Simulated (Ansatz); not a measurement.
# As: which structure wins, without relativity

Which of fcc, bcc, hcp, sc, diamond is lowest for As, without relativity? The runs shown use LAPW. Companion runs by PAW are cited.

Computed with Ansatz 0.2.0 (DFT, PBE, all-electron LAPW, non-relativistic, unless a step's input says otherwise).

**1. Starting point**

Symmetry: Fm-3m, No. 225, cubic system. Conventional cell: a = 4.261 Å, b = 4.261 Å, c = 4.261 Å, α = 90.00°, β = 90.00°, γ = 90.00°. As (site symmetry m-3m) has 12 As at 3.01 Å as nearest neighbours.

As a file:

```xyz
1
Lattice="0.0000 2.1305 2.1305 2.1305 0.0000 2.1305 2.1305 2.1305 0.0000" Properties=species:S:1:pos:R:3 pbc="T T T"
As    0.0000    0.0000    0.0000
```

The PAW steps are scalar-relativistic and only prepare the cells; LAPW drops relativity.

**2. Fcc relaxed, LAPW**

File input.yaml:

```yaml
crystal:
  lattice:
    - [0.0, 2.1304909828, 2.1304909828]
    - [2.1304909828, 0.0, 2.1304909828]
    - [2.1304909828, 2.1304909828, 0.0]
  atoms:
    - { symbol: As, position: [0.0, 0.0, 0.0] }
kpoints:
  mp_grid: { grid: [17, 17, 17] }
scf:
  occupations: { method: fermi_dirac, width: 0.05 }
hamiltonian:
  xc: pbe
  pseudopotentials:
    kind: all_electron
    lapw: { basis_error: 0.0005 }
    relativity: none
output:
  forces: true
  stress: true
  eigenvalues: true
  populations: true
relax:
  f_tol: 0.005
  max_steps: 25
  cell: {}
```

Command:

```sh
$ ansatz run input.yaml --threads 1 --pin off --max-ram 3072MiB --backend cpu --events-out ev --progress --plain --runs-dir out
```

After this run come: Bcc relaxed, LAPW; Hcp relaxed, LAPW; Sc relaxed, LAPW; Diamond relaxed, LAPW.

Q: Predict the outcome of this session. Wanted: lowest (for each run or level that gives them).

**Answer**, as computed:

```
     quantity                             value
lowest (LAPW)  sc, 238.9 meV/atom under diamond
 lowest (PAW)  sc, 194.1 meV/atom under diamond
```

In words: By LAPW the order is sc < diamond < bcc < hcp < fcc. By PAW the order is sc < diamond < bcc < hcp < fcc. Only LAPW drops relativity: the PAW files are scalar-relativistic and give the starting cells, so the two sets of rows differ by relativity and by the method's own errors together. Only these structures were tried, with electrons smeared by 0.05 eV and without vibrations, so the true ground state may be another. The k meshes differ between phases and weren't tested, which can move differences by some meV.
